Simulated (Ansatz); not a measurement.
BeSe: electron density at the nuclei under pressure

```
Be Se
1.0
     0.00000    2.53500    2.53500
     2.53500    0.00000    2.53500
     2.53500    2.53500    0.00000
Be Se
1 1
Direct
  0.00000 0.00000 0.00000
  0.75000 0.75000 0.75000
```

Atom numbers follow the list: Be1, Se2.

Conventional cell: a = 5.070 Å, b = 5.070 Å, c = 5.070 Å, α = 90.00°, β = 90.00°, γ = 90.00°. Be (atom 1) is surrounded by 4 Se at 2.20 Å. Around Se (atom 2) lie 4 Be at 2.20 Å.

The cell is COD entry 9008837, as deposited and not checked against the literature; nothing was relaxed. It differs from other determinations.

All numbers below come from DFT, LDA, all-electron PAW with datasets made for the crystal, scalar-relativistic in Ansatz 0.2.0.

The runs use a Γ-centred 10×10×10 k mesh, Fermi–Dirac smearing of 0.02 eV, cutoff 220 eV (chosen by the program for this cell), no spin polarisation.

The contact density is the mean electron density over the nuclear volume; its changes follow the s electrons' response to bonding and compression. Changes below are taken from the unscaled cell, where it is 232.321 e/Å³ at Be1, 261676 e/Å³ at Se2.

Volumes at which the program chose other datasets or cutoffs are left out.

```tsv
V/V(cell)	P (GPa)	Δρ(0) Be1 (e/Å³)	Δρ(0) Se2 (e/Å³)
0.9400	6.6	0.06	?
0.9600	4.4	0.04	-1.08
0.9800	2.4	0.02	-0.60
0.9900	1.5	0.01	-0.17
1.0000	0.6	0.00	0.00
1.0100	-0.3	-0.01	?
1.0200	-1.1	-0.02	?
```

**Question.** Fill in "Δρ(0) Se2 (e/Å³)" for the row "1.0100".

**Answer.** 0.48.

**Question.** Fill in "Δρ(0) Se2 (e/Å³)" for the row "0.9400".

**Answer.** -1.56.

**Question.** Give the missing entry: row "1.0200", column "Δρ(0) Se2 (e/Å³)".

**Answer.** 0.60.

The datasets are made afresh for each cell, so very small changes are uncertain.
